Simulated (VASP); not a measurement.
Runs of VASP 6.6.1 on NiO. It takes space group Fm-3m (No. 225, cubic). The conventional cell has a = 4.172 Å, b = 4.172 Å, c = 4.172 Å, α = 90.00°, β = 90.00°, γ = 90.00°. Ni (site symmetry m-3m) has 6 O at 2.09 Å as nearest neighbours. O (site symmetry m-3m) is surrounded by 6 Ni at 2.09 Å. 

```tsv
task	level	potentials or basis	cell	k mesh	cutoff (eV)	smearing	ions in elastic constants	gap on the mesh (eV)	pressure (GPa)	moment (μB)
elastic constants	LDA	VASP PAW LDA potentials, release 64 (Ni, O)	relaxed	8 × 8 × 8	600	fermi-dirac 0.05 eV	relaxed	-	-	0.43
phonons	PBE	VASP PAW PBE potentials, release 64 (Ni, O)	relaxed	8 × 8 × 8	600	fermi-dirac 0.05 eV	-	-	-	1.83
phonons	LDA	VASP PAW LDA potentials, release 64 (Ni, O)	relaxed	8 × 8 × 8	600	fermi-dirac 0.05 eV	-	-	-	0.53
single point	PBE	VASP PAW PBE potentials, release 64 (Ni, O)	as given	11 × 11 × 11	520	gaussian 0.02 eV	-	none	6.1	(a)
single point	PBE	VASP PAW PBE potentials, release 64 (Ni, O)	as given	11 × 11 × 11	520	gaussian 0.03 eV	-	none	6.1	1.76
phonons	PBEsol	VASP PAW PBE potentials, release 64 (Ni, O)	relaxed	8 × 8 × 8	600	fermi-dirac 0.05 eV	-	-	-	0.80
elastic constants	PBEsol	VASP PAW PBE potentials, release 64 (Ni, O)	relaxed	8 × 8 × 8	600	fermi-dirac 0.05 eV	relaxed	-	-	0.80
elastic constants	PBE	VASP PAW PBE potentials, release 64 (Ni, O)	relaxed	8 × 8 × 8	600	fermi-dirac 0.05 eV	relaxed	-	-	1.83
```

Alike in all rows: spin collinear, ferromagnetic start.

Problem. Fill in the values left out.

Solution. (a) 1.77.

Caveats: a cell with one magnetic atom can't hold antiferromagnetic order, which such compounds often take; semilocal functionals often make such compounds metallic where correlation or magnetic order opens a gap, which also shifts bond lengths (some runs); the PAW data sets were made with another functional, which shifts forces and pressure a little (some runs).

A gap of «none» marks a metal or a gap under the smearing width.
